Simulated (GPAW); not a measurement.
# Calculated records

```xyz
2
Lattice="4.350 0.000 0.000 -2.175 3.767 0.000 0.000 0.000 11.400" Properties=species:S:1:pos:R:3 subject="A GW chain in GPAW: InAs (honeycomb monolayer)" method="DFT, PBE, plane waves, PAW (and 1 further level or step)" program="GPAW 26.7.0" settings="cutoff 450 eV, GPAW PAW setups 1.2.1 data release, 6×6×1 k-mesh, nbands 313" cost="3 runs, 3.1 min in all on 4 MPI ranks of Arm Neoverse V1, shared host" notes="The structure was relaxed with PBE. Limits: no spin-orbit coupling." pbe_gap="0.82 eV, direct" g0w0_gap_on_the_mesh="1.68 eV" gw_settings="6×6×1 mesh, 141 bands, screening to 48 eV, full frequency, Hilbert transform" known_limits="short of the basis limit; no spin-orbit coupling"
In    0.000    2.511    5.365
As    2.175    1.256    6.035
```

[Long decimals in the printed logs are rounded to 6 places.]

[Logs are printed without paths, hosts, clocks, repeated set-up lines and the standing remarks that a program may print on its own settings, such as how far it seeks lower states.]

[Paths, hosts, dates, memory and timing lines, banners, echoed tables and standing remarks are left out of the program output; an Ansatz launch command may be rebuilt from the run's recorded settings. Measured values are a selection of at most five: reports struck by readers or far from the other reports are left out. None is set beside runs whose start may be inverted or whose files or cutoffs have a known fault.]

[Runs of the session that timed out or met a known fault of the program may be left out.]

[Hosts, paths, dates, database ids (printed as entryN), source tags and the programs' standing remarks are cut or masked in the printed files.]

[Where the starting crystal was built by hand or by swapping elements, it need not be the compound's stable phase.]
